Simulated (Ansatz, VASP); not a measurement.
Two plane-wave programs on Ir

```
CELL_PARAMETERS angstrom
0.00000 2.75255 2.75255
2.75255 0.00000 2.75255
2.75255 2.75255 0.00000
ATOMIC_POSITIONS crystal
Ir 0.00000 0.00000 0.00000
Ir 0.25000 0.25000 0.25000
```

Alike in both runs: functional PBEsol; k mesh 14 × 14 × 14; occupations gaussian, width 0.1 eV; no spin polarisation.

Ansatz relaxed the structure, and its values are those at the end. VASP's run is a single point on that final structure, the one shown.

|  | VASP | Ansatz |
| --- | --- | --- |
| version | VASP 6.6.1 | Ansatz 0.2.0 |
| potentials or method | VASP PAW PBE potentials, release 64 (Ir) | scalar-relativistic, plane waves, PAW |
| plane-wave cutoff (eV) | 520 | 420 |
| valence electrons in the cell | 18 | 34 |

```tsv
	VASP	Ansatz	Ansatz less VASP
gap on the k mesh at the Fermi level (eV)	none	none	-
pressure (GPa)	-0.2	0.0	+0.18
```

A gap of «none» marks a metal or a gap that the smearing closes. With one functional, cell and mesh, what is left measures potentials, basis and numerics. The two sets of potentials don't hold the same shells in valence.

Caveats: the PAW data sets were made with another functional, which shifts forces and pressure a little (VASP). Spin-orbit coupling is left out, which matters for the levels of Ir.
